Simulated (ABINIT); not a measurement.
A run of ABINIT 10.8.3 (patched build) is set up as follows.

Contents of run.abi:

```
pp_dirpath "./"
pseudos "Cd.GGA_PBE-JTH.xml, Se.GGA_PBE-JTH.xml"

acell 4.3 4.3 7.02 Angstrom
rprim
     1.0000000000     0.0000000000     0.0000000000
    -0.5000000000     0.8660254038     0.0000000000
     0.0000000000     0.0000000000     1.0000000000
ntypat 2
znucl 48 34
natom 4
typat 1 1 2 2
xcart
     4.0629111684     2.3457228563     6.6329386974
    -0.0000000004     4.6914457133     0.0000000000
     4.0629111684     2.3457228563    11.7403014945
    -0.0000000004     4.6914457133     5.1073627970

ecut 22.0
pawecutdg 44.0
pawxcdev 0

kptopt 1
ngkpt 6 6 3
nshiftk 1
shiftk 0.0 0.0 0.0

ixc 11

nband 22
occopt 3
tsmear 0.05 eV

nstep 100
tolvrs 1.0e-9

iomode 3
prtwf 0
prteig 0
prtebands 0
enunit 2
prtvol 2
prtden 1
prtvha 1
prtvclmb 1
prtpot 1
```

Potentials or basis: JTH PAW PBE v2.0.

Command:

```bash
$ abinit run.abi > log 2>&1
```

**Question.** Predict the largest force.

**Answer.** 0.285 eV/Å.

**Question.** Estimate the band gap on the k mesh.

**Answer.** 0.69 eV, direct.

Stress tensor (GPa, compression positive):
```
3.76 0.00 0.00
0.00 3.76 0.00
0.00 0.00 1.71
```

**Experimental background.**

A printed reference work, data compilation reports, for a bulk crystal of CdSe at 2 K: band gap 1.841 eV.

Against the measured gap of CdSe, 1.841 eV (2 K; a printed reference work, data compilation), the calculated 0.69 eV is off by -1.15 eV. So large a miss can be the level of theory's own, or it may mean another phase, state or a wrong row. Spin-orbit coupling on Cd, Se is left out. The value is that of PBE, without temperature or zero-point motion. Semilocal functionals fall short of measured gaps as a rule.
